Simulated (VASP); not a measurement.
A run of VASP 6.6.1 is set up as follows.

File POSCAR:

```
InP
1.0
    0.0000000000      2.9305005221      2.9305005221
    2.9305005221      0.0000000000      2.9305005221
    2.9305005221      2.9305005221      0.0000000000
In P
1 1
Direct
    0.0000000000      0.0000000000      0.0000000000
    0.7500000000      0.7500000000      0.7500000000
```

File INCAR.step1:

```
SYSTEM = InP
PREC = Accurate
ENCUT = 520
ISMEAR = 0
SIGMA = 0.05
LREAL = .FALSE.
LASPH = .TRUE.
NELM = 60
NBANDS = 16
GGA = PE
ALGO = Normal
EDIFF = 1E-4
LWAVE = .TRUE.
LCHARG = .FALSE.
```

The input INCAR.step2:

```
SYSTEM = InP
PREC = Accurate
ENCUT = 520
EDIFF = 1E-7
ISMEAR = 0
SIGMA = 0.05
LREAL = .FALSE.
LASPH = .TRUE.
NELM = 60
ALGO = Normal
ISIF = 2
LWAVE = .FALSE.
LCHARG = .TRUE.
METAGGA = R2SCAN
LMIXTAU = .TRUE.
IVDW = 13
VDW_S6 = 1.0
VDW_S8 = 0.6018749
VDW_A1 = 0.51559235
VDW_A2 = 5.77342911
LELF = .TRUE.
LVHAR = .TRUE.
NBANDS = 16
ISTART = 1
```

Contents of KPOINTS:

```
regular mesh
0
G
  8 8 8
  0 0 0
```

Potentials or basis: VASP PAW PBE potentials, release 64 (In_d, P).

Launch:

```console
$ cat potpaw_PBE.64/In_d/POTCAR potpaw_PBE.64/P/POTCAR > POTCAR
$ cp INCAR.step1 INCAR
$ mpirun -np 1 vasp_std > vasp.out
$ cp INCAR.step2 INCAR
$ mpirun -np 1 vasp_std > vasp.out
```

(1) Predict the band gap on the k mesh.

(2) What does it give for the dispersion energy per atom?

(3) What does it give for the pressure?

Answers

(1) 1.17 eV, direct.

(2) -0.119 eV.

(3) 0.9 GPa.

Caveat: the PAW data sets were made with another functional, which shifts forces and pressure a little; spin-orbit coupling is left out, which moves the levels of the heavy elements.

**Measured values to compare with.**

A printed reference work, data compilation reports, for a bulk crystal of InP at 1.6 K: band gap 1.4236 eV (direct).

Measured gap of InP: 1.4236 eV (direct; 1.6 K; a printed reference work, data compilation). This calculation gives 1.17 eV (-0.25 eV). Spin-orbit coupling on In is left out. The value is that of r2SCAN+D4, without temperature or zero-point motion.
